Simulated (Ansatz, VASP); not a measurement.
**BAs: VASP beside Ansatz**

```
B As
1.0
     0.00000    2.40441    2.40441
     2.40441    0.00000    2.40441
     2.40441    2.40441    0.00000
B As
1 1
Direct
  0.00000 0.00000 0.00000
  0.75000 0.75000 0.75000
```

Alike in both runs: task relaxation of cell and atoms; functional PBE; k mesh 10 × 10 × 10; no spin polarisation.

|  | VASP | Ansatz |
| --- | --- | --- |
| version | VASP 6.6.1 | Ansatz 0.2.0 |
| potentials or method | VASP PAW PBE potentials, release 64 (B, As) | scalar-relativistic, plane waves, PAW |
| plane-wave cutoff (eV) | 600 | 420 |
| occupations | gaussian, width 0.01 eV | fixed |
| valence electrons in the cell | 8 | 18 |

```tsv
	VASP	Ansatz	Ansatz less VASP
gap on the k mesh at the Fermi level, each at its own relaxed structure (eV)	1.20	1.20	+0.003
relaxed volume (Å³/atom)	13.97	13.90	-0.062
relaxed cell length with the largest relative difference (Å)	3.406	3.401	-0.0050
```

The two sets of potentials don't hold the same shells in valence.

A k mesh can miss the band edges. Zero-point motion and thermal expansion aren't in these numbers. PBE usually gives volumes a little too large and moduli too small.
